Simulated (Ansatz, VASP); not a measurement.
# Cu (Cu strained to the junction's net): VASP beside Ansatz

One calculation is typed for both programs; each brings its own data sets. How far apart do they land? The structure shown is the end of the Ansatz relaxation below.

Method: plane waves, with VASP 6.6.1 beside it; single point at PBE with D3(BJ), in Ansatz 0.2.0.

### 1. Starting point

The structure is trigonal, space group R-3m (No. 166). The conventional cell has a = 2.510 Å, b = 2.510 Å, c = 6.186 Å, α = 90.00°, β = 90.00°, γ = 120.00°. Nearest to Cu lie 12 Cu at 2.51 to 2.52 Å.

Structure file:

```cif
data_structure
_symmetry_space_group_name_H-M 'R-3m:H'
_symmetry_Int_Tables_number 166
_cell_length_a 2.5100
_cell_length_b 2.5100
_cell_length_c 6.1857
_cell_angle_alpha 90.000
_cell_angle_beta 90.000
_cell_angle_gamma 120.000
_cell_volume 33.75
loop_
_atom_site_label
_atom_site_type_symbol
_atom_site_symmetry_multiplicity
_atom_site_Wyckoff_symbol
_atom_site_fract_x
_atom_site_fract_y
_atom_site_fract_z
_atom_site_occupancy
Cu1 Cu 3 a 0.00000 0.00000 0.00000 1
```

### 2. Ansatz: relaxation, PBE with D3(BJ)

Ansatz runs on its default PAW (the set named soft_2) files.

This run makes the geometry at which the two programs are then compared.

Contents of input.yaml:

```yaml
crystal:
  lattice:
    - [2.51, 0.0, 0.0]
    - [-1.255, 2.1737237635, 0.0]
    - [0.0, 0.0, 6.3847320554]
  atoms:
    - { symbol: Cu, position: [0.0, 0.0, 0.0] }
    - { symbol: Cu, position: [0.3333333333, 0.6666666667, 0.3333333333] }
    - { symbol: Cu, position: [0.6666666667, 0.3333333333, 0.6666666667] }
kpoints:
  mp_grid: { grid: [18, 18, 5] }
scf:
  occupations: { method: fermi_dirac, width: 0.1 }
  max_iter: 150
hamiltonian:
  xc: pbe
  dispersion: d3bj
relax:
  f_tol: 0.01
  max_steps: 40
  cell: { fix: [a, b, angles] }
```

The run is started by

```sh
ansatz run input.yaml --threads 4 --pin off --max-ram 10240MiB --backend cpu --events-out ev --progress --plain --runs-dir out
```

Numbers of over 12 decimals in the logs are rounded to 6 here.

Output:

```text
Engine: ansatz 0.2.0, aarch64-unknown-linux-gnu
Pseudopotentials: kind: paw
Pseudopotential: Cu, paw, valence charge 19, recommended cutoff 420 eV (normal), Cu.paw.azcp
Functional definition: PBE
  parameter kappa = 0.804
  parameter beta = 0.066725
  exchange = pbe_x(kappa = kappa, mu = beta*pi^2/3)
  correlation = pbe_c(beta = beta)
Crystal: 3 atoms, lattice volume = 34.835 Å³
Basis set: ecut = 420 eV, 699 PW (Γ), exchange–correlation on 36×36×90 points (8 copies of the dense FFT grid, shifted against one another)
Bands: 35, of which v1, the nominal top of the filled ones, is band 29 counted from 1 (28 counted from 0)
Symmetry: 36 space group operations
Space group: R-3m (ITA 166), of the structure as read, at distance tolerance 3.3e-5 Å
k-points: 165 of 1620
Non-local potential: Cu, projectors of the file, l = 0: 3, l = 1: 2, l = 2: 3, l = 3: 1
PAW form: soft (Blöchl's): semilocal exchange-correlation on the pseudo side does not see the compensation charge
PAW one-centre angular grid: Cu, 590 points (default); XC on 64 Gauss nodes
Initial density: superposition of atomic densities (neutral atoms: chi_scale 0, normalization atom), corrected by the library's trained network
Initial wavefunctions: pseudopotential atomic-orbital guess
Functional: x = pbe(κ = 0.804, μ = 0.219515), c = pbe(β = 0.066725)
SCF iter   1: F=—  HF=-19877.284143 eV  |F-HF|=—  |Δ(HF+E_count)|=         —  Δρ=8.83e-4  dr2=9.91e-5  ethr=1.77e-3  ⟨swp⟩=5.1  Hψ=18877  notcnv=0  defer=62
preconditioner: auto → Kerker (q_TF=auto, 2.962 Å⁻¹)  [metal: Δε(μ)=0.031 eV  Ē_g=11.476 eV  σ=0.100 eV  W_gap=0.08  n_scr=12 (ndim 8)  ℏωp=36.1 eV  f_vac=0.000  D(μ)=0.93/eV (n_scr^D=4)]
SCF iter   2: F=—  HF=-19877.284585 eV  |F-HF|=—  |Δ(HF+E_count)|=   4.42e-4  Δρ=5.27e-4  dr2=4.20e-5  ethr=1.74e-7  ⟨swp⟩=3.0  Hψ=14538  notcnv=0  defer=64
SCF iter   3: F=—  HF=-19877.284636 eV  |F-HF|=—  |Δ(HF+E_count)|=   5.15e-5  Δρ=2.24e-4  dr2=7.11e-6  ethr=7.36e-8  ⟨swp⟩=2.0  Hψ=8314  notcnv=0  defer=64
SCF iter   4: F=—  HF=-19877.284633 eV  |F-HF|=—  |Δ(HF+E_count)|=   3.11e-6  Δρ=6.11e-5  dr2=8.93e-7  ethr=1.25e-8  ⟨swp⟩=2.0  Hψ=9287  notcnv=0  defer=64
iter 5 did not close the SCF: its close was put off for the readings that it lacked (scf_convergence_deferred on its scf_iter line)
SCF iter   5: F=-19877.284633 eV  HF=-19877.284633 eV  |F-HF|=6.55e-8  |Δ(HF+E_count)|=   2.80e-7  Δρ=1.72e-5  dr2=8.97e-8  ethr=1.57e-9  ⟨swp⟩=2.5  Hψ=8095  notcnv=0  defer=64
SCF iter   6: F=-19877.284633 eV  HF=-19877.284633 eV  |F-HF|=6.23e-9  |Δ(HF+E_count)|=   1.01e-9  Δρ=4.42e-6  dr2=4.78e-9  ethr=1.57e-10  ⟨swp⟩=2.5  Hψ=18074  notcnv=0
SCF 1 converged in 6 iterations: F = -19877.284633 eV  dr2 = 4.78e-9
  greatest PAW one-centre occupation: 1.000 electrons in one spin orbital (limit 2), on the Cu atom at site 2 (counted from 0), in its partial waves of l = 0
relax step   1: F+E_penalty+E_count = -19877.28463338 eV  Δ(F+E_penalty+E_count) = +0.000e0 eV  max|allowed force component| = 2.321e-26 eV/Å  Δτ_max = 0.0000 Å  P = -3.776 GPa  Ω = 34.835 Å³  fix = [a, b, alpha, beta, gamma]  reactions: a -1.382, b -1.382 GPa  (6 SCF iters, dr2 threshold 1.00e-7 eV, accepted)
[...]
relax step   6: F+E_penalty+E_count = -19877.31488014 eV  Δ(F+E_penalty+E_count) = +1.094e-3 eV  max|allowed force component| = 5.766e-29 eV/Å  Δτ_max = 0.0000 Å  P = +1.013 GPa  Ω = 33.742 Å³  fix = [a, b, alpha, beta, gamma]  reactions: a +1.488, b +1.488 GPa  stress off target by 6.24e-2 GPa on what of the cell is left free  SCF on the basis re-selected at this cell (its energy is not comparable with the rows above)  (6 SCF iters)
[...]
relax step   7: F+E_penalty+E_count = -19877.31487520 eV  Δ(F+E_penalty+E_count) = +4.940e-6 eV  max|allowed force component| = 2.013e-28 eV/Å  Δτ_max = 0.0000 Å  P = +0.978 GPa  Ω = 33.749 Å³  energy of the carried Pulay correction = -6.311e-6 eV  fix = [a, b, alpha, beta, gamma]  reactions: a +1.467, b +1.467 GPa  (6 SCF iters, dr2 threshold 9.72e-9 eV, accepted)
[...]
relax step   8: F+E_penalty+E_count = -19877.31488343 eV  Δ(F+E_penalty+E_count) = -8.226e-6 eV  max|allowed force component| = 3.646e-29 eV/Å  Δτ_max = 0.0000 Å  P = +0.978 GPa  Ω = 33.749 Å³  fix = [a, b, alpha, beta, gamma]  reactions: a +1.467, b +1.467 GPa  stress off target by 8.11e-4 GPa on what of the cell is left free  SCF on the basis re-selected at this cell (its energy is not comparable with the rows above)  (7 SCF iters)
basis re-selected at this cell: Δ(F+E_penalty+E_count) = -8.226e-6 eV, ΔP = -0.000 GPa vs the last step (what re-selecting the basis moved, of the pressure what is left beyond the Pulay correction that the steps carried, after the strain that the cell walked since its last selection, with what the two solves' SCF thresholds leave and, on support functions, any second-order correction that the steps lacked; it is no m [...]
SCF converged after 7 iterations
Free energy (F): -19877.314883 eV
Harris-Foulkes:  -19877.314883 eV  (|F-HF|=3.64e-12)
Internal energy: -19877.285409 eV  (E = F + TS)
E sigma→0 (E₀):  -19877.300146 eV
Entropy (-TS):   -0.029475 eV (-9.825 meV/atom)
Fermi energy:    17.869757 eV
--- Per-component energies (eV) ---
  E_band       = -1024.631340
  E_kinetic    = 901.852506
  E_local      = -11880.682147  (includes V_loc(G=0)·N_el)
  E_nonlocal   = 1167.515397
  E_hartree    = 5243.350683
  E_xc         = -270.137368
  E_vxc        = -348.717541  (∫ρ·V_xc dr)
  E_paw        = -4986.410223  (= ΣΔE_a)
  E_vpaw       = -1351.301624  (= ΣTr[D̂ρ^β])
  E_aug_tail   = 0.000691  (compensation charges beyond the density's cutoff)
  E_ewald      = -10050.934841
  E_disp       = -1.840106  (pairwise vdW)
  E_smearing   = -0.029475  (= −TS)
  E_closure    = -0.000000  (closes the sum)
  Σ components = -19877.314883   (vs F -19877.314883, Δ=0.00e0)
--- Forces (eV/Å), atoms counted from 1 ---
  atom   1  Cu     0.00000000     0.00000000     0.00000000
  atom   2  Cu     0.00000000     0.00000000    -0.00000000
  atom   3  Cu    -0.00000000    -0.00000000    -0.00000000
  max |Σ_I F_I| component: 1.76e-29 eV/Å
--- Stress (GPa, compression-positive) ---
        1.466717      -0.000000      -0.000000
       -0.000000       1.466717       0.000000
       -0.000000       0.000000      -0.000811
  P = ⅓ Tr σ = 0.9775 GPa (9.775 kbar)
--- Relaxed structure (6 steps of the walk, 6 accepted, 2 SCFs on fresh bases) ---
  F+E_penalty+E_count = -19877.31488343 eV   max|allowed force component| = 3.646e-29 eV/Å   (the final SCF, on the basis selected at the relaxed cell)
  cell:  # Å, volume = 33.7493 Å³
    - [2.510000, 0, 0]
    - [-1.255000, 2.173724, 0]
    - [0, 0, 6.185670]
  atoms:
    - { symbol: Cu, position: [0, 0, 0] }
    - { symbol: Cu, position: [0.333333, 0.666667, 0.333333] }
    - { symbol: Cu, position: [0.666667, 0.333333, 0.666667] }
```

### 3. VASP: single point, PBE with D3(BJ)

The same cell, functional, mesh and smearing now go to VASP, with its own data sets.

Lines of VASP's logs that name or quote its potential files are left out, and so is its time.

Contents of INCAR:

```
SYSTEM = Cu
PREC = Accurate
ENCUT = 600
EDIFF = 1E-06
NELM = 120
ISMEAR = -1
SIGMA = 0.1
LREAL = .FALSE.
ALGO = Normal
GGA = PE
IVDW = 12
NBANDS = 22
LASPH = .TRUE.
LORBIT = 11
LWAVE = .FALSE.
LCHARG = .FALSE.
ISIF = 2
GGA_COMPAT = .FALSE.
KPAR = 2
```

Contents of POSCAR:

```
Cu
1.0
    2.5100000000      0.0000000000      0.0000000000
   -1.2550000000      2.1737237635      0.0000000000
    0.0000000000      0.0000000000      6.1856700127
Cu
3
Direct
    0.0000000000      0.0000000000      0.0000000000
    0.3333333333      0.6666666667      0.3333333333
    0.6666666667      0.3333333333      0.6666666667
```

Contents of KPOINTS:

```
Automatic mesh
0
Gamma
18 18 5
0 0 0
```

PAW data sets: Cu (PBE family, release 64).

The run is started by

```sh
mpirun -np 2 vasp_std
```

Output:

```text
[banner, memory and clock lines left out]
running    2 mpi-ranks, on    1 nodes
 distrk:  each k-point on    1 cores,    2 groups
 distr:  one band on    1 cores,    1 groups

 POSCAR found type information on POSCAR Cu
 POSCAR found :  1 types and       3 ions
 LDA part: xc-table for (Slater+PW92), standard interpolation
 POSCAR, INCAR and KPOINTS ok, starting setup
 FFT: planning ... GRIDC
 FFT: planning ... GRID_SOFT
 FFT: planning ... GRID
 WAVECAR not read
 entering main loop
       N       E                     dE             d eps       ncg     rms          rms(c)
DAV:   1     0.232967400545E+03    0.23297E+03   -0.16528E+04  7780   0.299E+03
DAV:   2     0.167726313162E+01   -0.23129E+03   -0.22167E+03  7260   0.386E+02
DAV:   3    -0.136603657455E+02   -0.15338E+02   -0.14154E+02  8276   0.147E+02
DAV:   4    -0.138959283583E+02   -0.23556E+00   -0.23533E+00  8764   0.231E+01
DAV:   5    -0.138990230726E+02   -0.30947E-02   -0.30946E-02  9474   0.241E+00    0.134E+01
DAV:   6    -0.121087877559E+02    0.17902E+01   -0.22607E+01  7814   0.119E+02    0.624E+00
DAV:   7    -0.111649062454E+02    0.94388E+00   -0.39605E+00  8358   0.478E+01    0.947E-01
DAV:   8    -0.111336453437E+02    0.31261E-01   -0.46152E-02  9580   0.285E+00    0.607E-01
DAV:   9    -0.111270262152E+02    0.66191E-02   -0.13328E-02  8888   0.284E+00    0.204E-02
DAV:  10    -0.111270959995E+02   -0.69784E-04   -0.46820E-04  8984   0.237E-01    0.820E-03
DAV:  11    -0.111270950976E+02    0.90186E-06   -0.66905E-06  9578   0.368E-02
   1 F= -.12966756E+02 E0= -.12952257E+02  d E =-.289991E-01
```

Parts of OUTCAR (step 3):

```text
ion  position               nearest neighbor table
   1  0.000  0.000  0.000-   2 2.52   3 2.52   3 2.52   2 2.52   3 2.52   2 2.52
   2  0.333  0.667  0.333-   1 2.52   1 2.52   1 2.52   3 2.52   3 2.52   3 2.52
   3  0.667  0.333  0.667-   1 2.52   1 2.52   1 2.52   2 2.52   2 2.52   2 2.52

  LATTYP: Found a hexagonal cell.
 ALAT       =     2.5100000000
 C/A-ratio  =     2.4644103636

 Subroutine GETGRP returns: Found 12 space group operations
 (whereof 12 operations were pure point group operations)

The static configuration has the point symmetry D_3d.

 Found    165 irreducible k-points:

   k-points           NKPTS =    165   k-points in BZ     NKDIM =    165   number of bands    NBANDS=     22

   dimension x,y,z NGX =    20 NGY =   20 NGZ =   50
   dimension x,y,z NGXF=    40 NGYF=   40 NGZF=  100

   ENCUT  =  600.0 eV  44.10 Ry    6.64 a.u.   5.01  5.01 12.35*2*pi/ulx,y,z

   NELECT =      33.0000    total number of electrons

 k-points in reciprocal lattice and weights: Automatic mesh
   0.00000000  0.00000000  0.00000000       0.001
   0.05555556 -0.00000000  0.00000000       0.004
   0.11111111 -0.00000000  0.00000000       0.004
   0.16666667 -0.00000000  0.00000000       0.004
   0.22222222 -0.00000000  0.00000000       0.004
   0.27777778  0.00000000  0.00000000       0.004
   0.33333333 -0.00000000  0.00000000       0.004
   0.38888889 -0.00000000  0.00000000       0.004
   0.44444444 -0.00000000  0.00000000       0.004
[...]
-0.27777778 -0.38888889  0.40000000       0.007
   0.33333333  0.33333333  0.40000000       0.002

 average (electrostatic) potential at core
       1 -63.1997       2 -63.1997       3 -63.1997

 E-fermi :   8.2256

 k-point     1 :       0.0000    0.0000    0.0000
  band No.  band energies     occupation
    ...
     14       5.9089      2.00000
     15       6.2321      2.00000
     16       6.2321      2.00000
     17       6.2321      2.00000
     18       6.2321      2.00000
     19      17.0095      0.00000
     20      17.0095      0.00000
     21      30.4900      0.00000
     22      30.4914      0.00000

 k-point     2 :       0.0556   -0.0000    0.0000
  band No.  band energies     occupation
    ...
     14       5.9103      2.00000
     15       6.1344      2.00000
     16       6.2668      2.00000
     17       6.3185      2.00000
     18       6.4348      2.00000
     19      17.0856      0.00000
     20      17.0873      0.00000
     21      28.4308      0.00000
     22      29.7627      0.00000

 k-point     3 :       0.1111   -0.0000    0.0000
  band No.  band energies     occupation
    ...
     14       5.9197      2.00000
     15       6.0310      2.00000
     16       6.3910      2.00000
     17       6.4937      2.00000
     18       6.7769      2.00000
     19      17.3116      0.00000
     20      17.3245      0.00000
     21      25.6350      0.00000
     22      28.0947      0.00000

 Edisp (eV)   -1.83966

  Total       0.47601     0.47601     0.16849     0.00000     0.00000     0.00000
  in kB      22.59743    22.59743     7.99874     0.00000     0.00000     0.00000
  external pressure =       17.73 kB  Pullay stress =        0.00 kB

  energy-cutoff  :      600.00
  volume of cell :       33.75
      direct lattice vectors                 reciprocal lattice vectors
     2.510000000  0.000000000  0.000000000     0.398406375  0.230020028  0.000000000
    -1.255000000  2.173723763  0.000000000     0.000000000  0.460040055  0.000000000
     0.000000000  0.000000000  6.185670013     0.000000000  0.000000000  0.161663975

 POSITION                                       TOTAL-FORCE (eV/Angst)
 -----------------------------------------------------------------------------------
      0.00000      0.00000      0.00000         0.000000     -0.000000     -0.000000
     -0.00000      1.44915      2.06189        -0.000000     -0.000000     -0.000000
      1.25500      0.72457      4.12378         0.000000      0.000000      0.000000
 -----------------------------------------------------------------------------------
    total drift:                               -0.000000      0.000000      0.000000

  FREE ENERGIE OF THE ION-ELECTRON SYSTEM (eV)
  ---------------------------------------------------
  free  energy   TOTEN  =       -12.9667562403 eV

  energy  without entropy=      -12.9377571717  energy(sigma->0) =      -12.95225671

 total charge
# of ion       s       p       d       tot
------------------------------------------
    1        0.464   0.418   9.178  10.060
    2        0.464   0.418   9.178  10.060
    3        0.464   0.418   9.178  10.060
--------------------------------------------------
tot          1.393   1.254  27.533  30.180

[... 3 further parts left out ...]
```

The run ends at a pressure of 1.77 GPa.

### 4. Side by side

Known differences besides the potentials themselves: the data sets hold 57 valence electrons in Ansatz (on its default PAW (the set named soft_2) files) and 33 in VASP; the cutoff is 420 eV in Ansatz and 600 eV in VASP; Ansatz's pressure holds a Pulay correction, VASP's none. Total energies have different zeros and are not compared.

The two programs side by side:

```tsv
quantity	Ansatz	VASP	difference
pressure (GPa)	0.98	1.77	-0.80
```

### 5. What came out

| Property | Result |
| --- | --- |
| difference in pressure (single point, PBE with D3(BJ)) | -0.80 GPa |

What this shows: The difference in pressure is -0.80 GPa (single point, PBE with D3(BJ)), within the 1 GPa picked in this series as the mark of a large difference. The data sets hold unlike numbers of valence electrons (57 in Ansatz and 33 in VASP), so part of the differences comes from the potentials. How closely two codes agree says nothing of how well the functional describes the real material.

[Lines on the potential files, build, host, timing and source positions are cut from VASP's logs without a mark.]

[Logs are printed without paths, hosts, clocks, repeated set-up lines and the standing remarks that a program may print on its own settings, such as how far it seeks lower states.]

[Hosts, paths, dates, database ids (printed as entryN), source tags and the programs' standing remarks are cut or masked in the printed files.]
